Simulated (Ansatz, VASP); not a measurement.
**KF in VASP and in Ansatz**

```
K F
1.0
     3.28054    0.00000    0.00000
     0.00000    3.28054    0.00000
     0.00000    0.00000    3.28054
K F
1 1
Cartesian
  0.0000 0.0000 0.0000
  1.6403 1.6403 1.6403
```

Change from the starting cell: volume scaled by 1.02, PAW files.

Alike in both runs: task electric field gradients; functional LDA; k mesh 9 × 9 × 9; occupations fermi-dirac, width 0.02 eV; no spin polarisation.

```csv
,VASP,Ansatz
version,VASP 6.6.1,Ansatz 0.2.0
potentials or method,"VASP PAW LDA potentials, release 64 (K_sv, F)","PAW with Ansatz's default frozen-core files, scalar-relativistic"
plane-wave cutoff (eV),520,420
valence electrons in the cell,16,16
```

```csv
,VASP,Ansatz,Ansatz less VASP
gap on the k mesh at the Fermi level (eV),5.79,5.80,+0.014
pressure (GPa),-6.1,-6.1,-0.05
Vzz of the field gradient on the site that differs most (V/Å²),0.0,0.0,0.00
```

Caveats: an odd mesh through Γ misses points on the zone boundary, where band edges often lie.
